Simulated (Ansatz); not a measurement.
The system is CoO.

```
Co O
1.0
     1.60222    0.92504    2.56647
    -1.60222    0.92504    2.56647
     0.00000   -1.85008    2.56647
Co O
1 1
Direct
  0.99898 0.99898 0.99898
  0.75102 0.75102 0.75102
```

Measurements of this composition are mostly on another form, of space group No. 225.

Base run:

| Item | Value |
| --- | --- |
| Program | Ansatz 0.2.0 |
| Functional | PBE |
| Potentials or basis | Ansatz PAW |
| Cutoff | 420 eV (not typed: the program's choice for these potentials) |
| k mesh | 9 × 9 × 9 |
| Occupations | fermi-dirac, width 0.05 eV |
| Spin | collinear spin, ferromagnetic start |
| Starting moments | [1.5, 0.0] μB |
| Fixed moment | 1.5 μB |

Its results: pressure -10.7 GPa; site moments Co +1.30; O +0.09 μB; largest force 0.226 eV/Å.

Question: After a change of settings the same cell gave: pressure -13.7 GPa; site moments Co +0.44; O +0.03 μB; largest force 0.193 eV/Å. Which change was it?
A. fixed moment from 1.5 μB to 4 μB; moments at the start from [1.5, 0.0] to [4.0, 0.0]
B. fixed moment from 1.5 μB to 2 μB; moments at the start from [1.5, 0.0] to [2.0, 0.0]
C. fixed moment from 1.5 μB to 0.5 μB; moments at the start from [1.5, 0.0] to [0.5, 0.0]
D. fixed moment from 1.5 μB to 1 μB; moments at the start from [1.5, 0.0] to [1.0, 0.0]

Answer: C.

Caveats: the total moment is fixed, so each spin has its own Fermi level; a cell with one magnetic atom can't hold antiferromagnetic order, which such compounds often take; the thresholds are loose for stress.
